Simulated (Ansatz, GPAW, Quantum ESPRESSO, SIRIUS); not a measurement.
## Ta: energy against volume and a worked fit

The structure is cubic, space group Fm-3m (No. 225). Conventional cell: a = 4.220 Å, b = 4.220 Å, c = 4.220 Å, α = 90.00°, β = 90.00°, γ = 90.00°. Ta (site symmetry m-3m) is surrounded by 12 Ta at 2.98 Å.

This isn't the form of Ta at room conditions, which is bcc.

The cell was scaled at fixed shape and fractions and run with Ansatz, Ansatz PAW, cutoff 420 eV; PBEsol, k mesh 11 × 11 × 11 on the cell of 1 atom, fermi-dirac occupations of 0.05 eV, no spin polarisation, no spin-orbit coupling. The potentials were made for PBE. Energies are those that the program minimises, any entropy of the smearing included. For a metal such a mesh isn't converged to the digits shown.

```tsv
V (Å³/atom)	energy over the lowest row (meV/atom)
17.6606	11.03
18.0363	0.47
18.4121	0.00
18.7879	?
19.1636	25.98
19.5394	50.89
19.9151	82.80
```

Problem. Fit the third-order Birch-Murnaghan form, give V0, B0 and B′, and predict the energy left open.

Solution. With y = (V0/V)^(2/3), E = E0 + (9 V0 B0/16) [(y - 1)³ B′ + (y - 1)² (6 - 4y)]. Least squares through the rows shown give V0 = 18.2406 Å³/atom, E0 = -0.98 meV, B0 = 199.1 GPa (1 eV/Å³ = 160.218 GPa) and B′ = 3.44, with a largest miss of 0.01 meV. At V = 18.7879 the form with these constants gives 8.79 meV; the run gave 8.78 meV an atom. Other set-ups at this level, from all their volumes (Å³/atom, GPa): GPAW, PAW data sets generated for this functional: V0 18.259, B0 198.6; Ansatz, all-electron LAPW, scalar-relativistic: V0 18.236, B0 197.3; Quantum ESPRESSO, GBRV 1.5 PBEsol: V0 18.227, B0 199.6; SIRIUS, PseudoDojo 0.4.1 PBEsol standard (scalar relativistic): V0 18.252, B0 198.2.
